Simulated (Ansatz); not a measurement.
# Ge4H: the cost of one run

Program: Ansatz 0.2.0. Level of theory: DFT PBE+D3(BJ), scalar-relativistic, plane waves, PAW. These are calculated values, not measurements.

12 further runs of the same task are left out: 12 set aside as unsound or not needed. Runs told in other sessions of the task aren't counted.

**1. The system as given**

It takes space group Cm (No. 8, monoclinic). The conventional cell has a = 13.935 Å, b = 8.045 Å, c = 18.684 Å, α = 90.00°, β = 90.00°, γ = 90.00°. Ge (site symmetry m) has 2 H at 1.46 Å in its first shell of neighbours. Ge (site symmetry 1) has 3 Ge at 2.42 Å in its first shell of neighbours. Ge (site symmetry m) is surrounded by 3 Ge at 2.42 Å. H (site symmetry 1) has 1 H at 0.75 Å in its first shell of neighbours.

Coordinates:

```cif
data_structure
_symmetry_space_group_name_H-M 'Cm'
_symmetry_Int_Tables_number 8
_cell_length_a 13.9350
_cell_length_b 8.0454
_cell_length_c 18.6843
_cell_angle_alpha 90.000
_cell_angle_beta 90.000
_cell_angle_gamma 90.000
_cell_volume 2094.74
loop_
_atom_site_label
_atom_site_type_symbol
_atom_site_symmetry_multiplicity
_atom_site_Wyckoff_symbol
_atom_site_fract_x
_atom_site_fract_y
_atom_site_fract_z
_atom_site_occupancy
Ge1 Ge 2 a 0.16667 0.00000 0.25071 1
Ge2 Ge 4 b 0.41667 0.25000 0.25071 1
Ge3 Ge 2 a 0.16667 0.50000 0.25071 1
Ge4 Ge 4 b 0.08333 0.75000 0.21408 1
Ge5 Ge 2 a 0.33333 0.00000 0.21408 1
Ge6 Ge 2 a 0.33333 0.50000 0.21408 1
H1 H 4 b 0.16667 0.04661 0.32617 1
```

This is the geometry of the first run shown, built on a cell relaxed beforehand with the same method.

**2. Plan of the line**

Atoms count from 1 in the order of the input.

H2 lies flat over one site of a rigid substrate while its bond length and height are varied.

First coordinate, distance H9-H10: 8 values from 0.650 to 2.650 Å. Second coordinate, height of the H2 axis above the plane of Ge1: 9 values from 0.45 to 3.60 Å.

Nothing else is relaxed. Points are written as (first, second).

**3. Point (0.750 Å, 1.41 Å)**

The cell repeats along c, and a dipole correction in the vacuum removes the field between the copies.

input.yaml reads:

```yaml
crystal:
  lattice:
    - [8.0453790286, 0.0, 0.0]
    - [-4.0226895143, 6.9675026219, 0.0]
    - [0.0, 0.0, 18.6842610465]
  atoms:
    - { symbol: Ge, position: [0.1666666667, 0.3333333333, 0.2507062514] }
    - { symbol: Ge, position: [0.1666666667, 0.8333333333, 0.2507062514] }
    - { symbol: Ge, position: [0.6666666667, 0.3333333333, 0.2507062514] }
    - { symbol: Ge, position: [0.6666666667, 0.8333333333, 0.2507062514] }
    - { symbol: Ge, position: [0.3333333333, 0.1666666667, 0.2140839282] }
    - { symbol: Ge, position: [0.3333333333, 0.6666666667, 0.2140839282] }
    - { symbol: Ge, position: [0.8333333333, 0.1666666667, 0.2140839282] }
    - { symbol: Ge, position: [0.8333333333, 0.6666666667, 0.2140839282] }
    - { symbol: H, position: [0.1200560597, 0.3333333333, 0.326170836] }
    - { symbol: H, position: [0.2132772737, 0.3333333333, 0.326170836] }
basis:
  ecutwfc: 420
kpoints:
  mp_grid: { grid: [6, 6, 1] }
hamiltonian:
  xc: pbe
  pseudopotentials: { kind: paw, azcp: { folder: soft_1 } }
  dispersion: d3bj
scf:
  occupations: { method: gaussian, width: 0.1 }
output:
  forces: true
  eigenvalues: true
efield:
  axis: 3
  dipole_correction: true
  ramp_width: 0.04
```

Started as:

```
ansatz run input.yaml --threads 2 --pin off --max-ram 6144MiB --backend cpu --events-out ev --progress --plain --runs-dir out
```

**Question.** How long does this run take on 2 threads of Arm Neoverse N1, shared host, and how much memory does it need?

About 95 s, with a peak of 1.5 GiB.
